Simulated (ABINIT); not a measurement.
# CaO (Lime): G0W0 with ABINIT, start to end

Aim: the G0W0 gap of CaO (Lime) on PBE, step by step.

Main program and level: ABINIT 10.8.3; PBE and many-body steps on it, plane waves.

Most raw output is cut from this account.

## 1. The starting structure

Symmetry: Fm-3m, No. 225, cubic system. The conventional cell has a = 4.813 Å, b = 4.813 Å, c = 4.813 Å, α = 90.00°, β = 90.00°, γ = 90.00°. Nearest to Ca lie 6 O at 2.41 Å. Nearest to O lie 6 Ca at 2.41 Å. Farther neighbours and most contacts between anions are not listed.

Structure file:

```cif
data_structure
_symmetry_space_group_name_H-M 'P 1'
_symmetry_Int_Tables_number 1
_cell_length_a 3.4033
_cell_length_b 3.4033
_cell_length_c 3.4033
_cell_angle_alpha 60.000
_cell_angle_beta 60.000
_cell_angle_gamma 60.000
_cell_volume 27.87
loop_
_atom_site_label
_atom_site_type_symbol
_atom_site_fract_x
_atom_site_fract_y
_atom_site_fract_z
_atom_site_occupancy
Ca1 Ca 0.00000 0.00000 0.00000 1
O2 O 0.50000 0.50000 0.50000 1
```

The cell and positions come from the Crystallography Open Database and are kept as given unless a step says otherwise.

## 2. Ground state

This step: ABINIT 10.8.3; DFT, PBE, plane waves, norm-conserving pseudopotentials.

The ground-state density comes first.

Input file run.abi:

```
acell 3*1.0 Angstrom
rprim 
  -0.000000000000 2.406500000000 2.406500000000
  2.406500000000 -0.000000000000 2.406500000000
  2.406500000000 2.406500000000 -0.000000000000
ntypat 2
znucl 20 8
natom 2
typat 1 2
xred 
  0.000000000000 0.000000000000 0.000000000000
  0.500000000000 0.500000000000 0.500000000000
pp_dirpath "pseudos"
pseudos "Ca.upf, O.upf"
ecut 36
ngkpt 8 8 8
nshiftk 1
shiftk 0 0 0
kptopt 1
chksymbreak 0
nband 13
occopt 1
tolvrs 1e-10
nstep 60
prtwf 0
optforces 0
optstress 0
indata_prefix "in"
outdata_prefix "out"
tmpdata_prefix "tmp"
```

Launch:

```
OMP_NUM_THREADS=1 mpirun -n 8 abinit run.abi > log
```

Run time: 10 s. Hardware: 8 MPI ranks of Arm Neoverse N1, shared host; peak memory 0.54 GiB; 82 s of CPU time.

Numbers from this step:

* total energy: -1507.1545 eV
* gap: 3.662 eV
* k of the valence top: 0, 0, 0
* k of the conduction bottom: 0.5, 0.5, 0
* least direct gap: 4.037 eV

The gap is indirect, with the least direct gap 0.37 eV higher.

## 3. Bands along the symmetry lines

The cheap functional maps the bands first; the places of the edges decide which points the dearer methods must see.

Input file run.abi:

```
acell 3*1.0 Angstrom
rprim 
  -0.000000000000 2.406500000000 2.406500000000
  2.406500000000 -0.000000000000 2.406500000000
  2.406500000000 2.406500000000 -0.000000000000
ntypat 2
znucl 20 8
natom 2
typat 1 2
xred 
  0.000000000000 0.000000000000 0.000000000000
  0.500000000000 0.500000000000 0.500000000000
pp_dirpath "pseudos"
pseudos "Ca.upf, O.upf"
ecut 36
iscf -2
irdden 1
kptopt 0
nkpt 50
kpt 
  0.00000000 0.00000000 0.00000000
  0.06250000 0.00000000 0.06250000
  0.12500000 0.00000000 0.12500000
  0.18750000 0.00000000 0.18750000
  0.25000000 0.00000000 0.25000000
  0.31250000 0.00000000 0.31250000
  0.37500000 0.00000000 0.37500000
  0.43750000 0.00000000 0.43750000
  0.50000000 0.00000000 0.50000000
  0.51562500 0.03125000 0.51562500
  0.53125000 0.06250000 0.53125000
  0.54687500 0.09375000 0.54687500
  0.56250000 0.12500000 0.56250000
  0.57812500 0.15625000 0.57812500
  0.59375000 0.18750000 0.59375000
  0.60937500 0.21875000 0.60937500
  0.62500000 0.25000000 0.62500000
  0.37500000 0.37500000 0.75000000
  0.32812500 0.32812500 0.65625000
  0.28125000 0.28125000 0.56250000
  0.23437500 0.23437500 0.46875000
  0.18750000 0.18750000 0.37500000
  0.14062500 0.14062500 0.28125000
  0.09375000 0.09375000 0.18750000
  0.04687500 0.04687500 0.09375000
  0.00000000 0.00000000 0.00000000
  0.06250000 0.06250000 0.06250000
  0.12500000 0.12500000 0.12500000
  0.18750000 0.18750000 0.18750000
  0.25000000 0.25000000 0.25000000
  0.31250000 0.31250000 0.31250000
  0.37500000 0.37500000 0.37500000
  0.43750000 0.43750000 0.43750000
  0.50000000 0.50000000 0.50000000
  0.50000000 0.46875000 0.53125000
  0.50000000 0.43750000 0.56250000
  0.50000000 0.40625000 0.59375000
  0.50000000 0.37500000 0.62500000
  0.50000000 0.34375000 0.65625000
  0.50000000 0.31250000 0.68750000
  0.50000000 0.28125000 0.71875000
  0.50000000 0.25000000 0.75000000
  0.50000000 0.21875000 0.71875000
  0.50000000 0.18750000 0.68750000
  0.50000000 0.15625000 0.65625000
  0.50000000 0.12500000 0.62500000
  0.50000000 0.09375000 0.59375000
  0.50000000 0.06250000 0.56250000
  0.50000000 0.03125000 0.53125000
  0.50000000 0.00000000 0.50000000
istwfk *1
nband 15
nbdbuf 2
tolwfr 1e-08
nstep 40
prtwf 0
prtvol 0
indata_prefix "in"
outdata_prefix "out"
tmpdata_prefix "tmp"
```

Run time: 9.2 s. Hardware: 8 MPI ranks; peak memory 0.47 GiB.

This step gave:

```yaml
gap: 3.662 eV
k_of_the_valence_top: 0, 0, 0
k_of_the_conduction_bottom: 0.5, 0, 0.5
least_direct_gap: 4.037 eV
```

The gap is 3.662 eV, as in the run before at this level.

Electronic bands along the path, in eV, zero at the top of the highest filled band; v1 is the highest filled band, c1 the lowest empty one:

```csv
point,v4,v3,v2,v1,c1,c2,c3,c4
Γ,-15.46,0.00,0.00,0.00,4.71,6.23,6.23,6.23
halfway,-14.95,-1.66,-0.30,-0.30,4.72,6.60,8.04,8.04
X,-15.23,-1.30,-0.37,-0.37,3.66,8.02,8.87,9.50
halfway,-15.12,-1.28,-0.69,-0.50,4.09,8.21,8.91,9.12
U,-14.87,-1.32,-1.20,-0.77,5.14,7.97,8.54,9.02
jump to K,-14.87,-1.32,-1.20,-0.77,5.14,7.97,8.54,9.02
halfway,-14.71,-1.79,-0.92,-0.55,6.10,7.02,7.20,8.02
Γ,-15.46,0.00,0.00,0.00,4.71,6.23,6.23,6.23
halfway,-14.82,-1.52,-0.65,-0.65,6.25,6.84,7.17,7.17
L,-14.30,-2.61,-1.18,-1.18,7.03,8.33,8.33,8.49
halfway,-14.58,-2.03,-1.11,-1.04,6.74,6.82,8.73,8.91
W,-14.86,-1.27,-1.05,-1.05,6.31,6.31,8.36,9.50
halfway,-15.04,-1.25,-0.84,-0.66,4.49,8.25,8.28,9.38
X,-15.23,-1.30,-0.37,-0.37,3.66,8.02,8.87,9.50
```

## 4. Empty states on the mesh, 4×4×4 mesh, 144 bands

The sums over transitions need many empty states on a uniform mesh; this step solves for them.

Input file run.abi:

```
acell 3*1.0 Angstrom
rprim 
  -0.000000000000 2.406500000000 2.406500000000
  2.406500000000 -0.000000000000 2.406500000000
  2.406500000000 2.406500000000 -0.000000000000
ntypat 2
znucl 20 8
natom 2
typat 1 2
xred 
  0.000000000000 0.000000000000 0.000000000000
  0.500000000000 0.500000000000 0.500000000000
pp_dirpath "pseudos"
pseudos "Ca.upf, O.upf"
ecut 36
ngkpt 4 4 4
nshiftk 1
shiftk 0 0 0
kptopt 1
chksymbreak 0
irdden 1
istwfk *1
nband 144
prtvol 0
optdriver 6
gwr_task "HDIAGO"
paral_kgb 0
occopt 1
indata_prefix "in"
outdata_prefix "out"
tmpdata_prefix "tmp"
```

Wall time 21 s (8 MPI ranks); peak memory 2.1 GiB.

This step gave:

* gap: 3.662 eV
* k of the valence top: 0, 0, 0
* k of the conduction bottom: 0.5, 0.5, 0
* least direct gap: 4.037 eV
* k points computed: 8
* lowest point of the top converged band, above the valence top: 144.0840 eV

On this mesh the gap is 3.662 eV.

## 5. Screening, 4×4×4 mesh, 136 bands, screening to 217.7 eV

The RPA dielectric matrix is built and inverted for each q.

This step: RPA screening on PBE, plane waves, norm-conserving pseudopotentials.

run.abi: that of step 4 with these lines changed.

```diff
@@ -20,10 +20,11 @@
 chksymbreak 0
-irdden 1
 istwfk *1
-nband 144
-prtvol 0
-optdriver 6
-gwr_task "HDIAGO"
-paral_kgb 0
 occopt 1
+irdwfk 1
+optdriver 3
+nband 136
+ecuteps 8
+inclvkb 2
+awtr 1
+symchi 1
 indata_prefix "in"
```

The job ended after 32 s (8 MPI ranks; peak memory 1 GiB; 4.2 min of CPU time).

Numbers from this step:

```
ε∞ with local fields, on this mesh, along the program's q direction : 3.669
the same without local fields                                       : 4.027
plasma frequency                                                    : 28.13 eV
plane waves in the screening matrix                                 : 181
```

Local fields lower ε∞ by 9 %. On a Γ-centred mesh this coarse the value itself is usually too large, while a short band sum pulls it down.

## 6. Self-energy, 4×4×4 mesh, 136 bands, screening to 217.7 eV

The self-energy is evaluated for the states that the input lists, and the levels follow from it, in one-shot runs by the linearised quasiparticle equation.

This step: G0W0 on PBE, plane waves, norm-conserving pseudopotentials.

run.abi: that of step 5 with these lines changed.

```diff
@@ -23,8 +23,17 @@
 irdwfk 1
-optdriver 3
+optdriver 4
 nband 136
+gwcalctyp 0
+ecutsigx 36
+symsigma 1
+nkptgw 2
+kptgw 
+  0.0000000000 0.0000000000 0.0000000000
+  0.5000000000 0.5000000000 0.0000000000
+bdgw 
+  6 12
+  7 10
 ecuteps 8
-inclvkb 2
-awtr 1
-symchi 1
+irdscr 1
+ppmodel 1
 indata_prefix "in"
```

It took 9.1 s on 8 MPI ranks; peak memory 0.99 GiB; 72 s of CPU time.

This step gave:

| Property | Result |
| --- | --- |
| G0W0 gap on the points computed | 5.788 eV |
| starting gap on the mesh | 3.662 eV |
| k of the valence top | 0, 0, 0 |
| k of the conduction bottom | 0.5, 0.5, 0 |
| Z at the valence top | 0.782 |
| Z at the conduction bottom | 0.85 |
| least direct G0W0 gap on the computed points | 6.206 eV |

The gap on the mesh goes from 3.66 eV to 5.79 eV, a correction of +2.13 eV.

Limits: finite bands, cutoff and mesh; coarse k mesh. v1 is the top filled band, c1 the lowest empty one. The levels before and after the correction (eV, zero at the valence-band top of each column):

```csv
,conduction bottom,valence top
Kohn-Sham,3.66,0.00
G0W0,5.79,0.00
```

```csv
,level,energy (eV)
Kohn-Sham,Γ v3-v1,0.000
Kohn-Sham,Γ c1,4.714
Kohn-Sham,Γ c2-c4,6.228
Kohn-Sham,(0.5 0.5 0) v2-v1,-0.374
Kohn-Sham,(0.5 0.5 0) c1,3.662
Kohn-Sham,(0.5 0.5 0) c2,8.023
G0W0,Γ v3-v1,0.000
G0W0,Γ c1,6.206
G0W0,Γ c2-c4,9.011
G0W0,(0.5 0.5 0) v2-v1,-0.481
G0W0,(0.5 0.5 0) c1,5.788
G0W0,(0.5 0.5 0) c2,11.032
```

## 7. Where the time went

Times are wall times on 8 MPI ranks of Arm Neoverse N1, shared host, good to a factor of about two.

```csv
step,time,share,memory (GiB)
ground state,10 s,13 %,0.54
bands along the symmetry lines,9.2 s,11 %,0.47
empty states on the mesh,21 s,25 %,2.1
screening,32 s,39 %,1
self-energy,9.1 s,11 %,0.99
```

## 8. What came out

| Quantity | Value |
| --- | --- |
| PBE gap | 3.66 eV, indirect |
| G0W0 gap on the mesh | 5.79 eV |
| GW settings | 4×4×4 mesh, 136 bands, screening to 217.7 eV, Godby-Needs plasmon pole |
| known limits | not at the basis limit; coarse k mesh |

In words: G0W0 moves the gap on the mesh from 3.66 eV to 5.79 eV (+2.13 eV), with Z of 0.78 and 0.85 at the edges. Local fields lower the RPA ε∞ on this mesh from 4.03 to 3.67; a Γ-centred mesh this coarse tends to raise both, most where the direct gap is narrow, while a short band sum lowers them. Only 2 of the mesh's irreducible points were corrected, so a valley elsewhere could overtake. The dearest step here is «screening». Bands and cutoff are finite, so the gap is not at the basis limit. The miss can reach some tenths of an eV and take either sign; the mesh is an error of its own. In the G0W0 run levels were corrected at 2 k points alone, so a gap called «on the mesh» is the least over those, and an edge elsewhere would be missed. The 4×4×4 mesh is coarse for this cell, which bears on the long-range parts of exchange and screening.

[Paths, hosts, dates, memory and timing lines, banners, echoed tables and standing remarks are left out of the program output.]

[Logs are printed without paths, hosts, clocks, repeated set-up lines and the standing remarks that a program may print on its own settings, such as how far it seeks lower states.]

[Runs of the session that timed out or met a known fault of the program may be left out.]

[Hosts, paths, dates, database ids (printed as entryN), source tags and the programs' standing remarks are cut or masked in the printed files.]

[G0W0 gaps are taken among the corrected bands and points alone; a level outside them can change the order at an edge.]

[Where Ansatz stands beside ABINIT at settings called matched, ABINIT's density can come from a denser mesh and the files from another edition; pairs whose starting gaps differed by over 0.03 eV were left out, so agreement reads better than it is.]
